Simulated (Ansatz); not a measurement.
Wanted: the native input for an Ansatz 0.2.0 run.

- Task: relaxation of cell and atoms
- Functional: r2SCAN
- Potentials or basis: Ansatz PAW
- Cutoff: 500 eV (not typed: the program's choice for these potentials)
- k mesh: 8 × 8 × 8
- Occupations: fermi-dirac, width 0.05 eV
- Spin: no spin polarisation
- Target pressure: 2 GPa
- Target pressure (GPa): 2

The system is Al2Au.

```
CELL_PARAMETERS angstrom
0.00000 3.00000 3.00000
3.00000 0.00000 3.00000
3.00000 3.00000 0.00000
ATOMIC_POSITIONS crystal
Au 0.00000 0.00000 0.00000
Al 0.75000 0.75000 0.75000
Al 0.25000 0.25000 0.25000
```

The input as run:

input.yaml

```yaml
crystal:
  lattice:
    - [0.0, 3.0, 3.0]
    - [3.0, 0.0, 3.0]
    - [3.0, 3.0, 0.0]
  atoms:
    - { symbol: Au, position: [0.0, 0.0, 0.0] }
    - { symbol: Al, position: [0.75, 0.75, 0.75] }
    - { symbol: Al, position: [0.25, 0.25, 0.25] }
hamiltonian:
  xc: r2scan
  pseudopotentials: { kind: paw }
kpoints:
  mp_grid: { grid: [8, 8, 8] }
scf:
  occupations: { method: fermi_dirac, width: 0.05 }
output:
  forces: true
  stress: true
  eigenvalues: true
relax:
  f_tol: 0.01
  max_steps: 40
  cell: { stress_tol: 0.05, p_target: 2.0 }
```

Potentials or basis: Ansatz PAW.

Run with:

```sh
$ ansatz run input.yaml --threads 2 --pin off --max-ram 5632MiB --backend cpu --events-out ev --progress --plain --runs-dir out
```

It gave:

* Relaxed volume: 17.78 Å³/atom
* Relaxed cell: a = 4.225 Å, b = 4.225 Å, c = 4.225 Å, α = 60.00°, β = 60.00°, γ = 60.00°
* Space group after relaxing (to 0.05 Å): Fm-3m (No. 225)
* Energy change on relaxing (the enthalpy is what falls): +1.7 meV/atom
* Ionic steps: 4
* Pressure after relaxing: 2.0 GPa
* Band gap on the k mesh: none (metal or under the smearing width)

Caveat: the plane-wave basis is chosen anew once the cell has moved, so the energies of steps on either side of that aren't comparable; the PAW data sets come from PBE, with cores solved anew for the run's functional, which leaves a small shift of forces and pressure.

It took 11 s on 2 threads of Arm Neoverse V1, on a shared host, peak memory 0.47 GiB.
